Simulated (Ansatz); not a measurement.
Working through a point defect in a supercell of W, space group Im-3m

Computed with Ansatz's Python interface.

Input file `w.extxyz`:
```text
1
Lattice="-1.582345 1.582345 1.582345 1.582345 -1.582345 1.582345 1.582345 1.582345 -1.582345" Properties=species:S:1:pos:R:3 pbc="T T T"
W     0.00000000    0.00000000    0.00000000
```

Run as a notebook:

**Cell 1**
```python
import ansatz as az
import numpy as np
```

**Cell 2**
```python
xtal = az.Crystal.from_extxyz("w.extxyz")
host = xtal.supercell(3, 2, 2)
defective = host.vacancy("W", at=(0.0, 0.0, 0.0))
```

**Cell 3**
```python
def prepare(structure):
    return (
        structure.calculation()
        .functional(az.Functional.PBE)
        .kpoints(2, 3, 3, center="gamma")
        .occupations("cold", width=0.15)
        .scf(tolerance=1e-10)
        .band_table()
    )
```

**Cell 4**
```python
perfect = prepare(host).run(threads=1, backend="cpu").report
calculation = prepare(defective).forces()
outcome = calculation.run(threads=1, backend="cpu")
report = outcome.report
```
Output:
```text
DeckWarning: basis.ecutwfc = 420 eV, auto-derived from the records' recommended cutoffs: set by W (normal level)
```

**Cell 5**
```python
report["kpoints_frac"][:4]
```
Output:
```text
[[0.0, 0.0, 0.0], [0.0, 0.0, 0.3333333333333333], [0.0, 0.3333333333333333, 0.3333333333333333],
 [0.0, 0.3333333333333333, -0.33333333333333337]]
```

**Cell 6**
```python
n_host, n_defect = len(perfect["lattice"]["sites"]), len(report["lattice"]["sites"])
print(f"perfect cell: {n_host} atoms, F = {perfect['free_energy_ev']:.4f} eV")
print(f"defect cell:  {n_defect} atoms, F = {report['free_energy_ev']:.4f} eV")
print(f"vacancy formation energy {report['free_energy_ev'] - perfect['free_energy_ev'] * n_defect / n_host:.3f} eV")
```
Output:
```text
perfect cell: 12 atoms, F = -124618.3961 eV
defect cell:  11 atoms, F = -114229.9202 eV
vacancy formation energy 3.610 eV
```

**Cell 7**
```python
for site in outcome.lattice.sites:
    print(f"{site.symbol:2s}", " ".join(f"{v:8.4f}" for v in site.position_ang))
```
Output:
```text
W    1.5823   1.5823  -1.5823
W    1.5823  -1.5823   1.5823
W    3.1647   0.0000   0.0000
W   -1.5823   1.5823   1.5823
W    0.0000   3.1647  -0.0000
W    0.0000  -0.0000   3.1647
W    1.5823   1.5823   1.5823
W   -3.1647   3.1647   3.1647
W   -1.5823   4.7470   1.5823
W   -1.5823   1.5823   4.7470
W    0.0000   3.1647   3.1647
```

Reading the output:
- Absolute energies stand on the zero of these potentials, so only differences at equal settings mean something. A total without «per atom» is that of the cell as typed.
- For a metal this mesh is far too coarse, so the numbers only illustrate the procedure.
- The atoms stand at ideal sites; relaxing them can change energy and levels by an eV or more.
- Errors of mesh and smearing per atom add up over the supercell, so the energy can be off by tenths of an eV.
- Spin-orbit coupling, which matters for elements this heavy, is left out.
- Warnings are shown shortened and without file and line.
- The supercell is small, so the defect meets its images and the energies aren't those of an isolated defect; a partly filled defect level may also lower its energy by spin or distortion. For a charged cell the difference holds no correction, alignment or term for the electrons' reservoir.
- Processor time in the engine: 13 s on 1 thread of Intel(R) Xeon(R) Processor @ 2.30GHz, on a shared host, peak memory 0.68 GiB.
